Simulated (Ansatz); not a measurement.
Computed with DFT PBE, scalar-relativistic, plane waves, PAW in Ansatz. All cells share a 420 eV cutoff and Γ-centred k meshes spaced about 0.3 Å⁻¹ or finer (0.25 for metals, 2π included). No spin polarisation.

These are static total energies at zero pressure.

Two forms of Hf₅O₃ were relaxed alike.

A.

```xyz
8
Lattice="4.9159 -2.2601 0.0000 4.9159 2.2601 0.0000 -4.6813 0.0000 5.3096" Properties=species:S:1:pos:R:3 pbc="T T T"
Hf    5.9352    0.0000    2.1847
Hf    2.9765    0.0000    1.1947
Hf   -0.7847    0.0000    3.1249
Hf    2.1739    0.0000    4.1149
Hf    0.0000    0.0000    0.0000
O    -2.6648    0.0000    4.3983
O     4.9159    0.0000    0.0000
O     7.8153    0.0000    0.9112
```

B.

```xyz
8
Lattice="1.6194 0.9350 12.9487 -1.6194 0.9350 12.9487 0.0000 -1.8700 12.9487" Properties=species:S:1:pos:R:3 pbc="T T T"
Hf    0.0000    0.0000   28.5660
Hf    0.0000    0.0000   10.2801
Hf    0.0000    0.0000    0.0000
Hf    0.0000    0.0000   33.7484
Hf    0.0000    0.0000    5.0977
O     0.0000    0.0000   14.2520
O     0.0000    0.0000   24.5940
O     0.0000    0.0000   19.4230
```

Problem. Which is lower in energy, and by how much?

Solution. A is lower, by 12 meV/atom. A has space group C2/m (No. 12), 14.7 Å³/atom and no gap on its mesh; B has space group R-3m (No. 166), 14.7 Å³/atom and no gap. Counting O atoms around Hf (those within 1.25 times the shortest such distance or 1.15 times the sum of covalent radii; a slash parts the counts of unlike sites), A has Hf 3/4 and B has Hf 3/6. In A, Hf on a site of symmetry m is surrounded by 1 O at 2.27 Å, 2 O at 2.41–2.53 Å and 11 Hf at 3.04–3.30 Å; Hf on a second site of symmetry m is surrounded by 4 O at 2.28–2.31 Å and 9 Hf at 3.03–3.21 Å; around O on a site of symmetry m lie 5 Hf at 2.21–2.31 Å and 1 Hf at 2.53 Å; 2 more sites not described. In B, Hf on a site of symmetry 3m has 3 O at 2.32 Å and 12 Hf at 3.07–3.26 Å; around Hf on a site of symmetry -3m lie 6 O at 2.28 Å; O on a site of symmetry 3m has 6 Hf at 2.28–2.32 Å; 2 more sites not described. Both come from trial cells of a structure search.

The k mesh leaves some 4 meV/atom of noise in the energy of each metallic cell. These runs have no spin–orbit coupling, which can matter for Hf. Cells relaxed within their symmetry can be saddle points.
